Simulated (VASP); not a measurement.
A run of VASP 6.6.1 is set up as follows.

Contents of INCAR:

```
PREC = Accurate ; ENCUT = 520
EDIFF = 1E-6 ; ISMEAR = 0
SIGMA = 0.1 ; LREAL = F
LASPH = T ; NELM = 100
ALGO = Normal ; ISIF = 2
LWAVE = F ; LCHARG = F
GGA = PS ; NBANDS = 12
```

KPOINTS

```
Automatic mesh
0
Gamma
  8 8 8
```

File POSCAR:

```
Cd
1.0
   -1.7843220000      1.7843220000      1.7843220000
    1.7843220000     -1.7843220000      1.7843220000
    1.7843220000      1.7843220000     -1.7843220000
Cd
1
Direct
    0.0000000000      0.0000000000      0.0000000000
```

Potentials or basis: VASP PAW PBE potentials, release 64 (Cd).

The run is started by

```console
$ cat potpaw_PBE.64/Cd/POTCAR > POTCAR
$ mpirun -np 1 vasp_std > vasp.out
```

(1) Predict the pressure.

(2) Predict the band gap on the k mesh.

Answers

(1) -2.8 GPa.

(2) none (metal or under the smearing width).

Caveat: the PAW data sets were made with another functional, which shifts forces and pressure a little.
